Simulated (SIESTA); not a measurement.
Crystal: Si2W.

```
W Si
1.0
    -1.60690    1.60690    3.91495
     1.60690   -1.60690    3.91495
     1.60690    1.60690   -3.91495
W Si
1 2
Direct
  0.00000 0.00000 0.00000
  0.66530 0.66530 0.00000
  0.33470 0.33470 0.00000
```

Base run:

```yaml
Program: SIESTA 5.4.2
Functional: PBE
Potentials_or_basis: PseudoDojo 0.4 standard (PBE files)
Basis: DZP (energy shift 0.003 Ry; two zetas on semicore shells)
Grid_cutoff: 800 Ry
Energy_shift: 0.003 Ry
k_mesh: 12 × 12 × 12
Occupations: fermi-dirac, width 0.05 eV
Spin: no spin polarisation
```

Its results: band gap on the k mesh none (metal or under the smearing width); pressure 4.6 GPa; largest force 0.160 eV/Å.

The run is repeated on the same cell with these changes: functional from PBE to vdW-DF-cx. What comes out?

Band gap on the k mesh none (metal or under the smearing width); pressure 2.5 GPa; largest force 0.100 eV/Å.

Caveats: short orbitals over semicore shells can move pressures by several GPa; spin-orbit coupling is left out, which moves the levels of the heavy elements; the basis of atomic orbitals isn't converged, which shifts pressures, moduli and gaps; the potentials were made for another functional, which shifts forces and pressure (some runs).
